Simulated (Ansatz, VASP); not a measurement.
**AlRu: VASP beside Ansatz**

Aim: how closely do two programs agree when they are given the same cell, functional and k mesh? Of the first pair: The cell is taken from a series of runs on this material, whose earlier steps may have relaxed, scaled, displaced or heated it; both programs get it as it stands.

Main program and level: Ansatz 0.2.0; plane waves, with VASP 6.6.1 beside it; relaxation of cell and atoms at PBEsol and single point at PBEsol.

## 1. The structure

The structure is cubic, space group Pm-3m (No. 221). Conventional cell: a = 2.982 Å, b = 2.982 Å, c = 2.982 Å, α = 90.00°, β = 90.00°, γ = 90.00°. Ru has 8 Al at 2.58 Å nearest. Nearest to Al lie 8 Ru at 2.58 Å. Farther neighbours are not listed.

Structure file:

```cif
data_structure
_symmetry_space_group_name_H-M 'Pm-3m'
_symmetry_Int_Tables_number 221
_cell_length_a 2.9818
_cell_length_b 2.9818
_cell_length_c 2.9818
_cell_angle_alpha 90.000
_cell_angle_beta 90.000
_cell_angle_gamma 90.000
_cell_volume 26.51
loop_
_atom_site_label
_atom_site_type_symbol
_atom_site_symmetry_multiplicity
_atom_site_Wyckoff_symbol
_atom_site_fract_x
_atom_site_fract_y
_atom_site_fract_z
_atom_site_occupancy
Ru1 Ru 1 b 0.50000 0.50000 0.50000 1
Al1 Al 1 a 0.00000 0.00000 0.00000 1
```

## 2. VASP: relaxation of cell and atoms, PBEsol

The relaxed volume is the usual yardstick between codes: in a stiff, nearly cubic crystal its relative difference is about their pressure difference at one cell divided by the bulk modulus.

Lines of VASP's logs that name or quote its potential files are left out, and so is its time.

Contents of INCAR:

```
SYSTEM = AlRu
PREC = Accurate
ENCUT = 500
EDIFF = 1E-07
NELM = 120
ISMEAR = -1
SIGMA = 0.05
LREAL = .FALSE.
ALGO = Normal
GGA = PS
NBANDS = 14
LASPH = .TRUE.
LORBIT = 11
LWAVE = .FALSE.
LCHARG = .FALSE.
ISIF = 3
IBRION = 2
NSW = 80
EDIFFG = -0.005
GGA_COMPAT = .FALSE.
NELMIN = 4
KPAR = 2
```

Contents of POSCAR:

```
AlRu
1.0
    2.9818350000      0.0000000000      0.0000000000
    0.0000000000      2.9818350000      0.0000000000
    0.0000000000      0.0000000000      2.9818350000
Ru Al
1 1
Direct
    0.5000000000      0.5000000000      0.5000000000
    0.0000000000      0.0000000000      0.0000000000
```

Contents of KPOINTS:

```
Automatic mesh
0
Gamma
15 15 15
0 0 0
```

PAW data sets: Ru_pv and Al (PBE family, release 64).

Run with:

```bash
> mpirun -np 2 vasp_std
```

Numbers of over 12 decimals in the logs are rounded to 6 here.

Output:

```text
[banner, memory and clock lines left out]
running    2 mpi-ranks, on    1 nodes
 distrk:  each k-point on    1 cores,    2 groups
 distr:  one band on    1 cores,    1 groups

 POSCAR found type information on POSCAR RuAl
 POSCAR found :  2 types and       2 ions
|                                                                             |
|               ----> ADVICE to this user running VASP <----                  |
|                                                                             |
|     You enforced a specific xc type in the INCAR file but a different       |
|     [... a line on the potential file left out ...]
|     I HOPE YOU KNOW WHAT YOU ARE DOING!                                     |
|                                                                             |

 LDA part: xc-table for (Slater+PW92), standard interpolation
 POSCAR, INCAR and KPOINTS ok, starting setup
 FFT: planning ... GRIDC
 FFT: planning ... GRID_SOFT
 FFT: planning ... GRID
 WAVECAR not read
 entering main loop
       N       E                     dE             d eps       ncg     rms          rms(c)
DAV:   1     0.111583106548E+03    0.11158E+03   -0.92219E+03  3440   0.110E+03
DAV:   2    -0.144492922447E+02   -0.12603E+03   -0.12045E+03  3744   0.316E+02
DAV:   3    -0.163099765196E+02   -0.18607E+01   -0.18496E+01  4098   0.405E+01
DAV:   4    -0.163257691043E+02   -0.15793E-01   -0.15789E-01  4202   0.375E+00
DAV:   5    -0.163260782079E+02   -0.30910E-03   -0.30909E-03  4380   0.463E-01    0.135E+01
DAV:   6    -0.156325227032E+02    0.69356E+00   -0.30842E+00  3438   0.202E+01    0.241E+00
DAV:   7    -0.155483642380E+02    0.84158E-01   -0.24193E-01  3606   0.589E+00    0.212E+00
DAV:   8    -0.155292542160E+02    0.19110E-01   -0.21539E-02  4290   0.115E+00    0.212E-01
DAV:   9    -0.155290637941E+02    0.19042E-03   -0.65798E-04  4194   0.154E-01    0.137E-01
DAV:  10    -0.155290518909E+02    0.11903E-04   -0.37481E-05  4324   0.727E-02    0.144E-02
DAV:  11    -0.155290502364E+02    0.16545E-05   -0.45261E-06  4302   0.258E-02    0.594E-03
DAV:  12    -0.155290497392E+02    0.49721E-06   -0.12376E-07  3306   0.356E-03    0.259E-04
DAV:  13    -0.155290497517E+02   -0.12486E-07   -0.61216E-09  3072   0.664E-04
   1 F= -.15529050E+02 E0= -.15522979E+02  d E =-.155290E+02
 curvature:   0.00 expect dE= 0.000E+00 dE for cont linesearch  0.000E+00
 trial: gam= 0.00000 g(F)=  0.000E+00 g(S)=  0.280E-02 ort = 0.000E+00 (trialstep = 0.100E+01)
 search vector abs. value=  0.280E-02
 bond charge predicted
       N       E                     dE             d eps       ncg     rms          rms(c)
DAV:   1    -0.156000340649E+02   -0.70984E-01   -0.96802E-01  3558   0.126E+01    0.254E+00
DAV:   2    -0.155350434447E+02    0.64991E-01   -0.32697E-01  3432   0.664E+00    0.924E-01
DAV:   3    -0.155282410199E+02    0.68024E-02   -0.17731E-02  3534   0.155E+00    0.223E-01
DAV:   4    -0.155281692508E+02    0.71769E-04   -0.18278E-03  3726   0.305E-01    0.544E-02
DAV:   5    -0.155281854359E+02   -0.16185E-04   -0.32001E-05  4432   0.456E-02    0.376E-02
DAV:   6    -0.155281941294E+02   -0.86935E-05   -0.90846E-06  4032   0.268E-02    0.328E-03
DAV:   7    -0.155281941412E+02   -0.11768E-07   -0.18786E-07  4206   0.382E-03
   2 F= -.15528194E+02 E0= -.15522233E+02  d E =0.855611E-03
 trial-energy change:    0.000856  1 .order    0.000880   -0.002804    0.004565
 step:   0.3853(harm=  0.3806)  dis= 0.00000  next Energy=   -15.529591 (dE=-0.542E-03)
 bond charge predicted
       N       E                     dE             d eps       ncg     rms          rms(c)
DAV:   1    -0.155570051239E+02   -0.28811E-01   -0.36902E-01  3558   0.781E+00    0.147E+00
DAV:   2    -0.155325191882E+02    0.24486E-01   -0.12962E-01  3468   0.414E+00    0.537E-01
DAV:   3    -0.155296268642E+02    0.28923E-02   -0.73157E-03  3474   0.977E-01    0.111E-01
DAV:   4    -0.155295908641E+02    0.36000E-04   -0.65789E-04  3708   0.174E-01    0.278E-02
DAV:   5    -0.155295950945E+02   -0.42304E-05   -0.15028E-05  4454   0.376E-02    0.223E-02
DAV:   6    -0.155295966698E+02   -0.15753E-05   -0.30317E-06  4014   0.175E-02    0.361E-03
DAV:   7    -0.155295964322E+02    0.23759E-06   -0.19571E-07  4030   0.433E-03    0.649E-04
DAV:   8    -0.155295965215E+02   -0.89286E-07   -0.84911E-09  2400   0.906E-04
   3 F= -.15529597E+02 E0= -.15523569E+02  d E =-.546770E-03
 curvature:  -0.19 expect dE=-0.340E-08 dE for cont linesearch -0.340E-08
 trial: gam= 0.00000 g(F)=  0.369E-66 g(S)=  0.179E-07 ort =-0.708E-05 (trialstep = 0.877E+00)
 search vector abs. value=  0.180E-07
 reached required accuracy - stopping structural energy minimisation
```

Parts of OUTCAR (step 2):

```text
ion  position               nearest neighbor table
   1  0.500  0.500  0.500-   2 2.58   2 2.58   2 2.58   2 2.58   2 2.58   2 2.58   2 2.58   2 2.58

  LATTYP: Found a simple cubic cell.
 ALAT       =     2.9818350000

 Subroutine GETGRP returns: Found 48 space group operations
 (whereof 48 operations were pure point group operations)

The static configuration has the point symmetry O_h .

 Found    120 irreducible k-points:

   k-points           NKPTS =    120   k-points in BZ     NKDIM =    120   number of bands    NBANDS=     14

   dimension x,y,z NGX =    24 NGY =   24 NGZ =   24
   dimension x,y,z NGXF=    48 NGYF=   48 NGZF=   48

   ENCUT  =  500.0 eV  36.75 Ry    6.06 a.u.   5.44  5.44  5.44*2*pi/ulx,y,z

   NELECT =      17.0000    total number of electrons

 k-points in reciprocal lattice and weights: Automatic mesh
   0.00000000  0.00000000  0.00000000       0.000
   0.06666667  0.00000000  0.00000000       0.002
   0.13333333  0.00000000  0.00000000       0.002
   0.20000000  0.00000000  0.00000000       0.002
   0.26666667  0.00000000  0.00000000       0.002
   0.33333333  0.00000000  0.00000000       0.002
   0.40000000  0.00000000  0.00000000       0.002
   0.46666667  0.00000000  0.00000000       0.002
   0.06666667  0.06666667  0.00000000       0.004
[...]
0.46666667  0.46666667  0.40000000       0.007
   0.46666667  0.46666667  0.46666667       0.002

 average (electrostatic) potential at core
       1 -67.8114       2 -68.0511

 E-fermi :  10.8252

 k-point     1 :       0.0000    0.0000    0.0000
  band No.  band energies     occupation
    ...
      2     -30.8998      2.00000
      3     -30.8998      2.00000
      4       1.0399      2.00000
      5       7.1405      2.00000
      6       7.1405      2.00000
      7      11.0105      0.04795
      8      11.0105      0.04795
      9      11.0105      0.04795
     10      16.9596      0.00000
     11      16.9596      0.00000
    ...

 k-point     2 :       0.0667    0.0000    0.0000
  band No.  band energies     occupation
    ...
      2     -30.8990      2.00000
      3     -30.8990      2.00000
      4       1.1267      2.00000
      5       7.1712      2.00000
      6       7.1725      2.00000
      7      10.8993      0.37051
      8      10.8993      0.37051
      9      11.0214      0.03876
     10      16.5321      0.00000
     11      17.1356      0.00000
    ...

 k-point     3 :       0.1333    0.0000    0.0000
  band No.  band energies     occupation
    ...
      4       1.3836      2.00000
      5       7.2473      2.00000
      6       7.2599      2.00000
      7      10.6107      1.97297
      8      10.6107      1.97297
      9      11.0524      0.02105
     10      15.5941      0.00000
     11      17.6187      0.00000
     12      17.6187      0.00000
     13      21.1619      0.00000
    ...

  Total        0.0004967      0.0004967      0.0004967      0.0000000      0.0000000      0.0000000
  in kB        0.0301815      0.0301815      0.0301815      0.0000000      0.0000000      0.0000000
  external PRESSURE =       0.0301815 kB  Pullay stress =       0.0000000 kB

  energy-cutoff  :      500.00
  volume of cell :       26.37
      direct lattice vectors                 reciprocal lattice vectors
     2.976379611 -0.000000000 -0.000000000     0.335978649 -0.000000000 -0.000000000
     0.000000000  2.976379611 -0.000000000     0.000000000  0.335978649 -0.000000000
     0.000000000  0.000000000  2.976379611     0.000000000  0.000000000  0.335978649

 POSITION                                       TOTAL-FORCE (eV/Angst)
 -----------------------------------------------------------------------------------
      1.48819      1.48819      1.48819         0.000000      0.000000      0.000000
      0.00000      0.00000      0.00000        -0.000000      0.000000      0.000000
 -----------------------------------------------------------------------------------
    total drift:                                0.000000     -0.000000     -0.000000

  FREE ENERGIE OF THE ION-ELECTRON SYSTEM (eV)
  ---------------------------------------------------
  free  energy   TOTEN  =       -15.5295965215 eV

  energy  without entropy=      -15.5175405785  energy(sigma->0) =      -15.52356855

 reached required accuracy - stopping structural energy minimisation

 total charge
# of ion       s       p       d       tot
------------------------------------------
    1        0.342   6.252   6.220  12.815
    2        0.392   0.425   0.000   0.817
--------------------------------------------------
tot          0.734   6.677   6.220  13.631

[... 3 further parts left out ...]
```

The run keeps the 48 symmetry operations of its start, so it cannot find a distortion of lower symmetry.

## 3. Ansatz: relaxation of cell and atoms, PBEsol

Ansatz runs on its PAW soft_1 files.

The same cell, functional, mesh and smearing now go to Ansatz.

Contents of input.yaml:

```yaml
crystal:
  lattice:
    - [2.981835, 0.0, 0.0]
    - [0.0, 2.981835, 0.0]
    - [0.0, 0.0, 2.981835]
  atoms:
    - { symbol: Ru, position: [0.5, 0.5, 0.5] }
    - { symbol: Al, position: [0.0, 0.0, 0.0] }
kpoints:
  mp_grid: { grid: [15, 15, 15] }
scf:
  occupations: { method: fermi_dirac, width: 0.05 }
hamiltonian:
  xc: pbesol
  pseudopotentials: { kind: paw, azcp: { folder: soft_1 }, xc_functional: pbe }
basis:
  ecutwfc: 600
output:
  forces: true
  stress: true
relax:
  f_tol: 0.005
  max_steps: 70
  cell: { stress_tol: 0.02, p_target: 0 }
```

Run with:

```bash
> ansatz run input.yaml --threads 4 --pin off --max-ram 10240MiB --backend cpu --events-out ev --progress --plain --runs-dir out
```

Output:

```text
Engine: ansatz 0.2.0, aarch64-unknown-linux-gnu
Pseudopotentials: kind: paw
Pseudopotential: Ru, paw, valence charge 16, recommended cutoff 420 eV (normal), soft_1/Ru.paw.azcp
Pseudopotential: Al, paw, valence charge 3, recommended cutoff 420 eV (normal), soft_1/Al.paw.azcp
Functional definition: PBEsol
  exchange = pbesol_x
  correlation = pbesol_c
Crystal: 2 atoms, lattice volume = 26.513 Å³
Basis set: ecut = 600 eV, 895 PW (Γ), exchange–correlation on 48×48×48 points (8 copies of the dense FFT grid, shifted against one another)
Bands: 14, of which v1, the nominal top of the filled ones, is band 10 counted from 1 (9 counted from 0)
Symmetry: 48 space group operations
Space group: Pm-3m (ITA 221), of the structure as read, at distance tolerance 3.0e-5 Å
k-points: 120 of 3375
Non-local potential: Ru, projectors of the file, l = 0: 3, l = 1: 2, l = 2: 2, l = 3: 1
Non-local potential: Al, projectors of the file, l = 0: 2, l = 1: 2, l = 2: 1
PAW form: soft (Blöchl's): semilocal exchange-correlation on the pseudo side does not see the compensation charge
PAW frozen core: Ru, regenerated for the run's functional, and the local potential with it (the file was generated under x = pbe(κ = 0.804, μ = 0.219515), c = pbe(β = 0.066725))
PAW frozen core: Al, regenerated for the run's functional, and the local potential with it (the file was generated under x = pbe(κ = 0.804, μ = 0.219515), c = pbe(β = 0.066725))
PAW one-centre angular grid: Ru, 590 points (default); XC on 64 Gauss nodes
PAW one-centre angular grid: Al, 110 points (default); XC on 64 Gauss nodes
Initial density: superposition of atomic densities (chi_scale 0.1, normalization cell, long waves kept (reshape's long-wave potential 0.00 eV rms))
Initial wavefunctions: pseudopotential atomic-orbital guess
Functional: x = pbesol(κ = 0.804, μ = 0.123457), c = pbesol(β = 0.046)
SCF iter   1: F=—  HF=-6343.396346 eV  |F-HF|=—  |Δ(HF+E_count)|=         —  Δρ=1.17e-1  dr2=4.30e0  ethr=3.10e-3  ⟨swp⟩=5.3  Hψ=9186  notcnv=0
preconditioner: auto → none  [metal: Δε(μ)=0.064 eV  Ē_g=8.863 eV  σ=0.050 eV  W_gap=0.30  n_scr=6 (ndim 8)  ℏωp=23.9 eV  f_vac=0.000  D(μ)=1.22/eV (n_scr^D=6)  sad-step TF]
SCF iter   2: F=—  HF=-6342.725749 eV  |F-HF|=—  |Δ(HF+E_count)|=   6.71e-1  Δρ=6.88e-2  dr2=1.56e0  ethr=3.10e-3  ⟨swp⟩=2.9  Hψ=4060  notcnv=0  defer=5
SCF iter   3: F=—  HF=-6342.364085 eV  |F-HF|=—  |Δ(HF+E_count)|=   3.62e-1  Δρ=3.83e-3  dr2=3.88e-3  ethr=3.10e-3  ⟨swp⟩=2.1  Hψ=2835  notcnv=0  defer=5
SCF iter   4: F=—  HF=-6342.363654 eV  |F-HF|=—  |Δ(HF+E_count)|=   4.31e-4  Δρ=4.79e-4  dr2=1.17e-5  ethr=2.04e-5  ⟨swp⟩=1.8  Hψ=2958  notcnv=0  defer=5
SCF iter   5: F=—  HF=-6342.363670 eV  |F-HF|=—  |Δ(HF+E_count)|=   1.60e-5  Δρ=1.24e-4  dr2=3.18e-6  ethr=6.18e-8  ⟨swp⟩=2.0  Hψ=2813  notcnv=0  defer=5
SCF iter   6: F=-6342.363669 eV  HF=-6342.363669 eV  |F-HF|=9.92e-9  |Δ(HF+E_count)|=   9.03e-7  Δρ=7.45e-6  dr2=1.19e-8  ethr=5.26e-10  ⟨swp⟩=3.0  Hψ=7006  notcnv=0
SCF 1 converged in 6 iterations: F = -6342.363669 eV  dr2 = 1.19e-8
  greatest PAW one-centre occupation: 1.000 electrons in one spin orbital (limit 2), on the Ru atom at site 0 (counted from 0), in its partial waves of l = 0
relax step   1: F+E_penalty+E_count = -6342.36366915 eV  Δ(F+E_penalty+E_count) = +0.000e0 eV  max|allowed force component| = 1.221e-28 eV/Å  Δτ_max = 0.0000 Å  P = -1.338 GPa  Ω = 26.513 Å³  (6 SCF iters, dr2 threshold 1.00e-7 eV, accepted)
[...]
relax step   2: F+E_penalty+E_count = -6342.36432576 eV  Δ(F+E_penalty+E_count) = -6.566e-4 eV  max|allowed force component| = 2.120e-30 eV/Å  Δτ_max = 0.0000 Å  P = +0.313 GPa  Ω = 26.312 Å³  energy of the carried Pulay correction = +7.599e-6 eV  (6 SCF iters, dr2 threshold 2.00e-7 eV, accepted)
[...]
relax step   3: F+E_penalty+E_count = -6342.36436088 eV  Δ(F+E_penalty+E_count) = -3.512e-5 eV  max|allowed force component| = 3.180e-30 eV/Å  Δτ_max = 0.0000 Å  P = -0.003 GPa  Ω = 26.350 Å³  energy of the carried Pulay correction = +6.162e-6 eV  (6 SCF iters, dr2 threshold 2.00e-7 eV, accepted)
[...]
relax step   4: F+E_penalty+E_count = -6342.36435449 eV  Δ(F+E_penalty+E_count) = +6.386e-6 eV  max|allowed force component| = 1.216e-30 eV/Å  Δτ_max = 0.0000 Å  P = -0.003 GPa  Ω = 26.350 Å³  stress off target by 3.20e-3 GPa  SCF on the basis re-selected at this cell (its energy is not comparable with the rows above)  (7 SCF iters)
basis re-selected at this cell: Δ(F+E_penalty+E_count) = +6.386e-6 eV, ΔP = +0.000 GPa vs the last step (what re-selecting the basis moved, of the pressure what is left beyond the Pulay correction that the steps carried, after the strain that the cell walked since its last selection, with what the two solves' SCF thresholds leave and, on support functions, any second-order correction that the steps lacked; it is no m [...]
SCF converged after 7 iterations
Free energy (F): -6342.364354 eV
Harris-Foulkes:  -6342.364354 eV  (|F-HF|=0.00e0)
Internal energy: -6342.352305 eV  (E = F + TS)
E sigma→0 (E₀):  -6342.358330 eV
Entropy (-TS):   -0.012049 eV (-6.025 meV/atom)
Fermi energy:    16.201812 eV
--- Per-component energies (eV) ---
  E_band       = -118.537508
  E_kinetic    = 488.799938
  E_local      = -1797.172069  (includes V_loc(G=0)·N_el)
  E_nonlocal   = 427.403503
  E_hartree    = 650.928559
  E_xc         = -208.523520
  E_vxc        = -246.488543  (∫ρ·V_xc dr)
  E_paw        = -3898.590354  (= ΣΔE_a)
  E_vpaw       = -292.937802  (= ΣTr[D̂ρ^β])
  E_aug_tail   = 0.000347  (compensation charges beyond the density's cutoff)
  E_ewald      = -2005.471146
  E_core_change = 0.272436  (= ΣΔE_core)
  E_smearing   = -0.012049  (= −TS)
  E_closure    = -0.000000  (closes the sum)
  Σ components = -6342.364354   (vs F -6342.364354, Δ=0.00e0)
--- Forces (eV/Å), atoms counted from 1 ---
  atom   1  Ru     0.00000000     0.00000000     0.00000000
  atom   2  Al    -0.00000000    -0.00000000    -0.00000000
  max |Σ_I F_I| component: 1.77e-30 eV/Å
--- Stress (GPa, compression-positive) ---
       -0.003196       0.000000      -0.000000
        0.000000      -0.003196       0.000000
       -0.000000       0.000000      -0.003196
  P = ⅓ Tr σ = -0.0032 GPa (-0.032 kbar)
--- Relaxed structure (3 steps of the walk, 3 accepted, 1 SCFs on fresh bases) ---
  F+E_penalty+E_count = -6342.36435449 eV   max|allowed force component| = 1.216e-30 eV/Å   (the final SCF, on the basis selected at the relaxed cell)
  cell:  # Å, volume = 26.3497 Å³
    - [2.975717, 0, 0.0]
    - [0, 2.975717, 0]
    - [0, 0, 2.975717]
  atoms:
    - { symbol: Ru, position: [0.5, 0.5, 0.5] }
    - { symbol: Al, position: [0, 0, 0] }
```

## 4. Comparison

Known differences besides the potentials themselves: the data sets hold 19 valence electrons in Ansatz (on its PAW soft_1 files) and 17 in VASP; the cutoff is 600 eV in Ansatz and 500 eV in VASP; Ansatz makes its cores anew for this functional, VASP keeps those of its PBE data sets; Ansatz adds a Pulay correction to the stress that steers its cell, VASP none. Total energies have different zeros and are not compared.

Compared:

```
                                         quantity  Ansatz   VASP  difference
                                      volume (Å³)   26.35  26.37     -0.07 %
edge a after relaxation, in the typed setting (Å)   2.976  2.976     -0.02 %
```

## 5. Ansatz: relaxation, PBEsol

This run makes the geometry at which the two programs are then compared.

The structure compared here is the end of the Ansatz relaxation.

input.yaml, the sections that differ from step 3:

```yaml
crystal:
  lattice:
    - [2.990595585, 0.0, 0.0]
    - [0.0, 2.990595585, 0.0]
    - [0.0, 0.0, 2.91620266]
  atoms:
    - { symbol: Ru, position: [0.5, 0.5, 0.5] }
    - { symbol: Al, position: [0.0, 0.0, 0.0] }
relax:
  f_tol: 0.005
  max_steps: 70
  cell: { stress_tol: 0.02, p_target: 0, fix: [c, alpha, beta, gamma] }
# kpoints, scf, hamiltonian, basis, output: as in step 3
```

Output:

```text
[...]
Crystal: 2 atoms, lattice volume = 26.082 Å³
Basis set: ecut = 600 eV, 879 PW (Γ), exchange–correlation on 48×48×48 points (8 copies of the dense FFT grid, shifted against one another)
Bands: 14, of which v1, the nominal top of the filled ones, is band 10 counted from 1 (9 counted from 0)
Symmetry: 16 space group operations
[...]
k-points: 288 of 3375
[...]
-0.000812       0.000000       0.000000
        0.000000      -0.000812       0.000000
        0.000000       0.000000       5.121100
  P = ⅓ Tr σ = 1.7065 GPa (17.065 kbar)
--- Relaxed structure (3 steps of the walk, 3 accepted, 1 SCFs on fresh bases) ---
[...]
cell:  # Å, volume = 26.1587 Å³
    - [2.995018, 0, 0.0]
    - [0, 2.995018, 0.0]
    - [0.0, 0.0, 2.91620266]
  atoms:
    - { symbol: Ru, position: [0.5, 0.5, 0.500000] }
    - { symbol: Al, position: [0, 0, 0.0] }
[key lines of the parts left out:]
SCF converged after 7 iterations
Free energy (F): -6342.356043 eV
Fermi energy:    16.348462 eV
```

(Part 1 of 2 ends here.)

[Lines on the potential files, build, host, timing and source positions are cut from VASP's logs without a mark.]

[Logs are printed without paths, hosts, clocks, repeated set-up lines and the standing remarks that a program may print on its own settings, such as how far it seeks lower states.]

[Hosts, paths, dates, database ids (printed as entryN), source tags and the programs' standing remarks are cut or masked in the printed files.]
